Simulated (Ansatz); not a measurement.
# Au, before and after

A trial structure of Au was built thus: one element on all sites of the Sc type (C2/m, No. 12). Lengths were set from tabulated atomic sizes, so they are only a guess.

POSCAR.start

```
Au
1.0
     2.45091   -1.47732    0.00000
     2.45091    1.47732    0.00000
    -1.60945    0.00000    2.38464
Au
1
Direct
  0.00000 0.00000 0.00000
```

Method: Ansatz 0.2.0, DFT PBE, scalar-relativistic, plane waves, PAW. Cutoff 420 eV, Gaussian smearing, Γ-centred meshes. Cell and atoms relax first on a coarse mesh and then on a finer one. In between, the cell is made exact in the group found at 0.06 Å. In metals the finer mesh still leaves noise of several meV/atom or more. The steps can't lower the symmetry of their start. No spin polarisation.

POSCAR.end

```
Au
1.0
     0.00000    2.07920    2.07920
     2.07920    0.00000    2.07920
     2.07920    2.07920    0.00000
Au
1
Direct
  0.00000 0.00000 0.00000
```

The symmetry goes from C2/m (No. 12) to Fm-3m (No. 225). The end has the fcc type. The volume per atom grows by 4.1 %, from 17.3 to 18.0 Å³. The shortest distance goes from 2.86 Å (Au–Au) to 2.94 Å (Au–Au).

For Au, the volume per atom is 17.98 Å³, the density is 18.19 g/cm³ and the energy over the standard state is 0.00 eV/atom. The gap on the 22×22×22 mesh of the 1-atom cell is 0 eV (a metal).

Energies count from the standard state of Au at the same level. It is level with the standard state within the noise.

The last run used Gaussian smearing of 0.10 eV. For metals, differences of a few meV/atom aren't resolved. Spin–orbit coupling, which can matter for Au, is left out. Symmetry constrained the relaxation, so the result can be a saddle point. In all, the 3 runs took 3.1 min on 1 thread of Intel(R) Xeon(R) 6975P-C (Granite Rapids) (shared host).
